**Omega-structure magnesium under uniform scaling: stiffness, reduced curves and a free-electron estimate**

The table holds energy changes and pressures of Mg in the omega (AlB2-type) structure at volume scales 0.88 to 1.12, from scalar-relativistic plane-wave PAW calculations with RPBE, r2SCAN and PBEsol. The program fits nothing: it takes finite-difference bulk moduli, reduced energies and pressures, spline-interpolated comparisons at equal volume, and a parameter-free gas of two electrons per atom. The moduli at scale 1 are 32.4, 37.9 and 35.4 GPa with dB/dP of 3.8 to 4.0, the reduced curves nearly coincide, and RPBE is the stiffest at equal volume. The gas matches the entropy term within 3 % for RPBE and PBEsol and 12 % for r2SCAN, but overestimates the modulus by a factor of 1.8 to 1.9. The reversed or equal energies at scales 0.96 and 1.04 are reproduced within rounding by the sum of curvature, residual pressure and the entropy term.

The relaxed omega (AlB2-type) Mg cell of each functional is scaled uniformly in Ansatz 0.2.0 (scalar-relativistic plane-wave PAW DFT, no spin polarisation; cutoff 420 eV, r2SCAN 500 eV; k mesh 8×8×12, RPBE 8×8×11). Scale 1 is 24.06 (RPBE), 22.85 (r2SCAN) or 22.84 Å³/atom (PBEsol). Energies are at zero smearing, pressures (positive in compression) at 0.1 eV Fermi-Dirac smearing.

## Numerical check

```python
# Table: energy change (meV/atom) and pressure (GPa) of omega-Mg under uniform scaling; Ansatz 0.2.0,
# plane-wave PAW, RPBE / r2SCAN / PBEsol. Tested without fitting: local stiffness, collapse in reduced
# units, comparison at equal volume, the 0.96/1.04 reversal, and a free-electron-gas estimate.
T = {
    'volume_scale': [0.88, 0.92, 0.96, 1.0, 1.04, 1.08, 1.12],
    'energy_RPBE': [41.9, 17.0, 3.8, 0.0, 4.0, 14.3, 29.8],  # meV/atom
    'pressure_RPBE': [5.29, 3.15, 1.4, -0.02, -1.19, -2.14, -2.92],  # GPa
    'energy_r2SCAN': [46.6, 19.1, 4.3, 0.0, 4.3, 15.7, 32.9],  # meV/atom
    'pressure_r2SCAN': [6.13, 3.67, 1.65, -0.01, -1.38, -2.51, -3.43],  # GPa
    'energy_PBEsol': [43.5, 17.7, 3.9, 0.0, 4.1, 14.9, 31.0],  # meV/atom
    'pressure_PBEsol': [5.77, 3.44, 1.53, -0.03, -1.3, -2.35, -3.2],  # GPa
}
import numpy as np
from scipy import constants as c
from scipy.interpolate import CubicSpline
F = ['RPBE', 'r2SCAN', 'PBEsol']
V0 = dict(zip(F, [24.06, 22.85, 22.84]))  # A^3/atom at scale 1, settings from the caption
# further outputs of the same runs: TS in eV per 3-atom cell, and axial / in-plane stress at scale 1 (GPa)
TS = {'RPBE': [.037253, .038775, .040296, .041782, .043214, .044585, .045904],
      'r2SCAN': [.032648, .033902, .035146, .036370, .037575, .038764, .039940],
      'PBEsol': [.035890, .037310, .038716, .040111, .041497, .042868, .044214]}
ST = {'RPBE': (0.179, -0.124), 'r2SCAN': (0.207, -0.125), 'PBEsol': (0.021, -0.049)}
x = np.array(T['volume_scale'], float)
E = {f: np.array(T['energy_' + f], float) for f in F}
P = {f: np.array(T['pressure_' + f], float) for f in F}
ts = {f: np.array(TS[f]) * 1000 / 3 for f in F}  # meV/atom
k = 1e-21 / c.e * 1e3  # meV per GPa*A^3
S = {f: CubicSpline(x * V0[f], P[f]) for f in F}  # interpolation only
B = lambda f, V: float(S[f](0.96 * V) - S[f](1.04 * V)) / 0.08
def row(lab, vals, d=2): print(lab + ': ' + '  '.join('%.*f' % (d, v) for v in vals))
print('Order of values: RPBE  r2SCAN  PBEsol (unless stated)')
xm = (x[1:] + x[:-1]) / 2
Bm = {f: -xm * np.diff(P[f]) / np.diff(x) for f in F}
row('midpoint scales', xm)
for f in F: row('  B at midpoints, %s (GPa, rounding +-0.3)' % f, Bm[f], 1)
Bp = [(Bm[f][0] - Bm[f][-1]) / ((P[f][0] + P[f][1] - P[f][-1] - P[f][-2]) / 2) for f in F]
row('dB/dP, 0.90 to 1.10', Bp)
row('-dlnB/dlnV, 0.90 to 1.10 (gas 1.67)', [np.log(Bm[f][0] / Bm[f][-1]) / np.log(xm[-1] / xm[0]) for f in F])
B0 = {f: B(f, V0[f]) for f in F}
row('B at scale 1 (GPa, rounding +-0.13)', B0.values(), 1)
row('B*V at scale 1 (eV/atom)', [B0[f] * V0[f] * k / 1000 for f in F])
row('B*V relative to RPBE', [B0[f] * V0[f] / (B0['RPBE'] * V0['RPBE']) for f in F], 3)
row('E(0.88) relative to RPBE', [E[f][0] / E['RPBE'][0] for f in F], 3)
row('E(0.88)/E(1.12)', [E[f][0] / E[f][-1] for f in F])
for i in (0, 1, 5, 6): row('P/B at scale %.2f (rounding up to +-0.0008)' % x[i], [P[f][i] / B0[f] for f in F], 4)
for i in (0, 1, 5, 6):
    row('1000 E/(BV) at %.2f (parabola %.2f)' % (x[i], 500 * (x[i] - 1)**2), [1e3 * E[f][i] / (B0[f] * V0[f] * k) for f in F])
print('RPBE volume above PBEsol: %.1f %%' % (100 * (V0['RPBE'] / V0['PBEsol'] - 1)))
Vs = np.array([21.2, 22.0, 22.85, 24.06, 25.5])
d1, d2 = S['RPBE'](Vs) - S['PBEsol'](Vs), S['r2SCAN'](Vs) - S['PBEsol'](Vs)
row('equal volumes (A^3/atom)', Vs)
row('  P RPBE - PBEsol (GPa, rounding about +-0.03)', d1)
row('  P r2SCAN - PBEsol (GPa)', d2)
for V in (22.85, 24.06): row('B at %.2f A^3 (GPa)' % V, [B(f, V) for f in F], 1)
W = lambda f, a, b: -k * float(S[f].integrate(a * V0[f], b * V0[f]))
for i in (0, 6):
    row('scale %.2f: -int P dV (meV)' % x[i], [W(f, 1, x[i]) for f in F])
    row('  plus change of TS/2, minus table E (meV)', [W(f, 1, x[i]) + (ts[f][i] - ts[f][3]) / 2 - E[f][i] for f in F])
res = np.array([-P[f][3] * 0.08 * V0[f] * k for f in F])
cur = np.array([W(f, 0.96, 1.04) for f in F]) - res
ent = np.array([(ts[f][4] - ts[f][2]) / 2 for f in F])
print('E(1.04) - E(0.96) in meV; rounding +-0.1 for table, +-0.06 for pressure parts')
for lab, v in (('curvature', cur), ('residual pressure at 1', res), ('TS/2', ent), ('sum', cur + res + ent),
               ('table', [E[f][4] - E[f][2] for f in F])): row('  ' + lab, v)
n = np.array([2 / V0[f] for f in F])  # two 3s electrons per atom
EF = c.hbar**2 * (3 * np.pi**2 * n * 1e30)**(2 / 3) / (2 * c.m_e * c.e)
Bg, tg = 2 / 3 * n * EF * 1e3 / k, np.pi**2 / 3 * (3 / EF) * 0.1**2 * 1e3
row('free gas at scale 1: E_F (eV)', EF); row('  pressure (GPa)', 0.6 * Bg, 1); row('  B (GPa)', Bg, 1)
row('  B gas / B calculated', [Bg[j] / B0[f] for j, f in enumerate(F)])
row('  TS gas (meV/atom)', tg); row('  TS calculated (meV/atom)', [ts[f][3] for f in F])
row('  TS calculated / gas', [ts[f][3] / tg[j] for j, f in enumerate(F)], 3)
row('  dlnTS/dlnV, 0.88 to 1.12 (gas 0.67)', [np.log(ts[f][-1] / ts[f][0]) / np.log(x[-1] / x[0]) for f in F])
row('axial minus in-plane stress at scale 1 (GPa)', [ST[f][0] - ST[f][1] for f in F])
assert B0['r2SCAN'] > B0['PBEsol'] > B0['RPBE'] and B('RPBE', 22.85) > B('r2SCAN', 22.85)
assert all(3 < b < 5 for b in Bp)
assert np.all(d1 > 0) and np.all(np.diff(d1) < 0)
assert np.all(cur < 0) and np.all(ent > 0)
```

Output:

```
Order of values: RPBE  r2SCAN  PBEsol (unless stated)
midpoint scales: 0.90  0.94  0.98  1.02  1.06  1.10
  B at midpoints, RPBE (GPa, rounding +-0.3): 48.1  41.1  34.8  29.8  25.2  21.4
  B at midpoints, r2SCAN (GPa, rounding +-0.3): 55.3  47.5  40.7  34.9  29.9  25.3
  B at midpoints, PBEsol (GPa, rounding +-0.3): 52.4  44.9  38.2  32.4  27.8  23.4
dB/dP, 0.90 to 1.10: 3.96  3.82  3.94
-dlnB/dlnV, 0.90 to 1.10 (gas 1.67): 4.03  3.90  4.03
B at scale 1 (GPa, rounding +-0.13): 32.4  37.9  35.4
B*V at scale 1 (eV/atom): 4.86  5.40  5.04
B*V relative to RPBE: 1.000  1.111  1.037
E(0.88) relative to RPBE: 1.000  1.112  1.038
E(0.88)/E(1.12): 1.41  1.42  1.40
P/B at scale 0.88 (rounding up to +-0.0008): 0.1634  0.1618  0.1631
P/B at scale 0.92 (rounding up to +-0.0008): 0.0973  0.0969  0.0972
P/B at scale 1.08 (rounding up to +-0.0008): -0.0661  -0.0663  -0.0664
P/B at scale 1.12 (rounding up to +-0.0008): -0.0902  -0.0906  -0.0905
1000 E/(BV) at 0.88 (parabola 7.20): 8.62  8.63  8.63
1000 E/(BV) at 0.92 (parabola 3.20): 3.50  3.54  3.51
1000 E/(BV) at 1.08 (parabola 3.20): 2.94  2.91  2.95
1000 E/(BV) at 1.12 (parabola 7.20): 6.13  6.09  6.15
RPBE volume above PBEsol: 5.3 %
equal volumes (A^3/atom): 21.20  22.00  22.85  24.06  25.50
  P RPBE - PBEsol (GPa, rounding about +-0.03): 2.21  2.03  1.86  1.65  1.45
  P r2SCAN - PBEsol (GPa): 0.23  0.13  0.04  -0.10  -0.21
B at 22.85 A^3 (GPa): 39.7  37.9  35.3
B at 24.06 A^3 (GPa): 32.4  30.9  28.6
scale 0.88: -int P dV (meV): 42.63  47.23  44.15
  plus change of TS/2, minus table E (meV): -0.03  0.01  -0.05
scale 1.12: -int P dV (meV): 29.12  32.33  30.33
  plus change of TS/2, minus table E (meV): 0.01  0.02  0.02
E(1.04) - E(0.96) in meV; rounding +-0.1 for table, +-0.06 for pressure parts
  curvature: -0.49  -0.55  -0.55
  residual pressure at 1: 0.24  0.11  0.34
  TS/2: 0.49  0.40  0.46
  sum: 0.23  -0.03  0.25
  table: 0.20  0.00  0.20
free gas at scale 1: E_F (eV): 6.95  7.19  7.19
  pressure (GPa): 37.0  40.3  40.4
  B (GPa): 61.7  67.2  67.3
  B gas / B calculated: 1.90  1.77  1.90
  TS gas (meV/atom): 14.21  13.73  13.73
  TS calculated (meV/atom): 13.93  12.12  13.37
  TS calculated / gas: 0.980  0.883  0.974
  dlnTS/dlnV, 0.88 to 1.12 (gas 0.67): 0.87  0.84  0.86
axial minus in-plane stress at scale 1 (GPa): 0.30  0.33  0.07
```
